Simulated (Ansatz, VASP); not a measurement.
# Ti in VASP and in Ansatz

```
Ti
1.0
    -1.59113    1.59113    1.59113
     1.59113   -1.59113    1.59113
     1.59113    1.59113   -1.59113
Ti
1
Cartesian
  0.0000 0.0000 0.0000
```

Alike in both runs: task relaxation of cell and atoms; functional LDA; k mesh 19 × 19 × 19; occupations fermi-dirac, width 0.08 eV; no spin polarisation.

```csv
,VASP,Ansatz
version,VASP 6.6.1,Ansatz 0.2.0
potentials or method,"VASP PAW LDA potentials, release 64 (Ti_sv)","PAW with Ansatz's default frozen-core files, scalar-relativistic"
plane-wave cutoff (eV),600,420
valence electrons in the cell,12,12
```

```tsv
	VASP	Ansatz	Ansatz less VASP
relaxed volume (Å³/atom)	15.86	15.89	+0.026
relaxed cell length with the largest relative difference (Å)	2.741	2.743	+0.0015
energy change over the relaxation (meV/atom)	-1	-1	+0.2
```
